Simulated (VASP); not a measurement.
A VASP 6.6.1 single-point calculation on InP

INCAR

```
NSW = 0
NELMDL = -8
ISMEAR = 0
ALGO = Normal
LASPH = .TRUE.
ISIF = 2
METAGGA = R2SCAN
IBRION = -1
LWAVE = .FALSE.
NELM = 75
ENCUT = 520
PREC = Accurate
LCHARG = .FALSE.
EDIFF = 1E-7
SIGMA = 0.01
LREAL = .FALSE.
NBANDS = 16
```

KPOINTS

```
KPOINTS created by Atomic Simulation Environment
0
Gamma
8 8 8
0 0 0
```

POSCAR

```
In P
 1.0000000000000000
     0.0000000000000000    2.9242497584999998    2.9242497584999998
     2.9242497584999998    0.0000000000000000    2.9242497584999998
     2.9242497584999998    2.9242497584999998    0.0000000000000000
 In  P
   1   1
Cartesian
  0.0000000000000000  0.0000000000000000  0.0000000000000000
  1.4621248792499999  1.4621248792499999  1.4621248792499999
```

The recommended PBE PAW datasets give the neutral cell 18 valence electrons.

Command

```
mpirun -np 1 vasp_std
```

**Question.** Predict the outcome of this run.

**Answer.** It converged. Results: gap between bands v and c on the k mesh 1.21 eV; least direct gap on the k mesh 1.21 eV; pressure 2.1 GPa. Band v is the last that the valence electrons fill when counted band by band, and c is the next.

OSZICAR

```
N       E                     dE             d eps       ncg     rms          rms(c)
DAV:   1     0.882916236629E+02    0.88292E+02   -0.87729E+03   928   0.129E+03
DAV:   2    -0.283100881965E+02   -0.11660E+03   -0.11164E+03  1048   0.302E+02
DAV:   3    -0.356741410977E+02   -0.73641E+01   -0.73325E+01  1184   0.763E+01
DAV:   4    -0.358848234375E+02   -0.21068E+00   -0.21062E+00  1288   0.135E+01
DAV:   5    -0.358927686565E+02   -0.79452E-02   -0.79451E-02  1304   0.217E+00
DAV:   6    -0.358930494147E+02   -0.28076E-03   -0.28076E-03  1352   0.371E-01
DAV:   7    -0.358930575596E+02   -0.81450E-05   -0.81449E-05  1320   0.596E-02
DAV:   8    -0.358930576580E+02   -0.98403E-07   -0.98389E-07  1296   0.735E-03    0.764E+00
DAV:   9    -0.322963466009E+02    0.35967E+01   -0.16354E+00  1136   0.286E+01    0.400E+00
DAV:  10    -0.322778845351E+02    0.18462E-01   -0.27524E-01  1184   0.390E+00    0.253E+00
DAV:  11    -0.322864833594E+02   -0.85988E-02   -0.16977E-02  1216   0.117E+00    0.113E+00
DAV:  12    -0.322878534173E+02   -0.13701E-02   -0.21686E-03  1104   0.384E-01    0.887E-02
DAV:  13    -0.322878849139E+02   -0.31497E-04   -0.39942E-04  1224   0.212E-01    0.117E-01
DAV:  14    -0.322879172446E+02   -0.32331E-04   -0.44480E-05  1360   0.477E-02    0.784E-02
DAV:  15    -0.322879149970E+02    0.22476E-05   -0.25126E-05  1128   0.643E-02    0.430E-02
DAV:  16    -0.322879139408E+02    0.10562E-05   -0.29879E-06  1264   0.162E-02    0.249E-02
DAV:  17    -0.322879139951E+02   -0.54314E-07   -0.13297E-07   976   0.529E-03
   1 F= -.32287914E+02 E0= -.32287914E+02  d E =-.106826E-12
```

Standard output (part)

```
POSCAR found type information on POSCAR InP
 POSCAR found :  2 types and       2 ions
 LDA part: xc-table for (None), standard interpolation
 POSCAR, INCAR and KPOINTS ok, starting setup
 WAVECAR not read
 entering main loop
```

For comparison, a separate r²SCAN run of the intended cell, on usual settings and not on those above, gives a gap of 1.21 eV on its mesh and a pressure of 2.1 GPa.
